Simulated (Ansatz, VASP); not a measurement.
# Two plane-wave programs on Zn

```xyz
1
Lattice="-1.5609 1.5609 1.5609 1.5609 -1.5609 1.5609 1.5609 1.5609 -1.5609" Properties=species:S:1:pos:R:3 pbc="T T T"
Zn    0.0000    0.0000    0.0000
```

The cell was built by a generator and needn't be a form met in nature.

Alike in both runs: task relaxation of cell and atoms; functional PBE; k mesh 14 × 14 × 14; occupations fermi-dirac, width 0.1 eV; no spin polarisation.

```csv
,VASP,Ansatz
version,VASP 6.6.1,Ansatz 0.2.0
potentials or method,"VASP PAW PBE potentials, release 64 (Zn)","plane waves (420 eV) with PAW, scalar-relativistic"
plane-wave cutoff (eV),600,420
valence electrons in the cell,12,12
```

```tsv
	VASP	Ansatz	Ansatz less VASP
relaxed volume (Å³/atom)	15.40	15.35	-0.047
relaxed cell length with the largest relative difference (Å)	2.715	2.712	-0.0028
```
